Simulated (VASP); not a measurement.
Write the native input for VASP 6.6.1 that does the following.

- Task: single point
- Functional: HSE06
- Potentials or basis: VASP PAW PBE potentials, release 64 (W_sv)
- Cutoff: 520 eV
- k mesh: 6 × 6 × 6
- Occupations: fermi-dirac, width 0.1 eV
- Spin: no spin polarisation
- Dipole correction: no
- Exchange at q = 0: truncated
- Grid for exact exchange (PRECFOCK): Normal
- Screening parameter: 0.2079 1/A
- Further INCAR settings: ALGO = Normal; EDIFF = 1e-06; NBANDS = 13

W:

```
W
1.0
     2.63766    0.00000    0.00000
     0.00000    2.63766    0.00000
     0.00000    0.00000    2.63766
W
1
Cartesian
  0.0000 0.0000 0.0000
```

This isn't the form of W at room conditions, which is bcc.

These files were run (other wordings do the same):

POSCAR

```
W
1.0
    2.6376587951      0.0000000000      0.0000000000
    0.0000000000      2.6376587951      0.0000000000
    0.0000000000      0.0000000000      2.6376587951
W
1
Direct
    0.0000000000      0.0000000000      0.0000000000
```

INCAR.step1

```
PREC = Accurate
ENCUT = 520
EDIFF = 1E-5
ISMEAR = -1
SIGMA = 0.1
LREAL = False
LASPH = True
NELM = 100
ALGO = Normal
ISIF = 2
LWAVE = True
GGA = PE
NBANDS = 13
```

INCAR.step2

```
PREC = Accurate
ENCUT = 520
EDIFF = 1E-6
ISMEAR = -1
SIGMA = 0.1
LREAL = False
LASPH = True
NELM = 100
ALGO = Normal
ISIF = 2
LWAVE = False
LCHARG = True
GGA = PE
LHFCALC = True
HFSCREEN = 0.2079
PRECFOCK = Normal
LELF = True
LVHAR = True
ISTART = 1
NBANDS = 13
```

KPOINTS

```
Automatic mesh
0
Gamma
  6 6 6
```

Potentials or basis: VASP PAW PBE potentials, release 64 (W_sv).

Command:

```console
$ cat potpaw_PBE.64/W_sv/POTCAR > POTCAR
$ cp INCAR.step1 INCAR
$ mpirun -np 1 vasp_std > vasp.out
$ cp INCAR.step2 INCAR
$ mpirun -np 1 vasp_std > vasp.out
```

Results of the run:

```json
{
  "Pressure": "-8.6 GPa",
  "Band gap on the k mesh": "none (metal or under the smearing width)"
}
```

Caveat: the k mesh is coarse (spacing up to 0.40 Å⁻¹), so the values aren't converged, least of all with exact exchange; the PAW data sets were made with another functional, which shifts forces and pressure a little.

Run time: 19 min on 1 thread of Intel(R) Xeon(R) Platinum 8175M CPU @ 2.50GHz (Skylake/Cascade Lake) (shared host), peak memory 0.23 GiB.
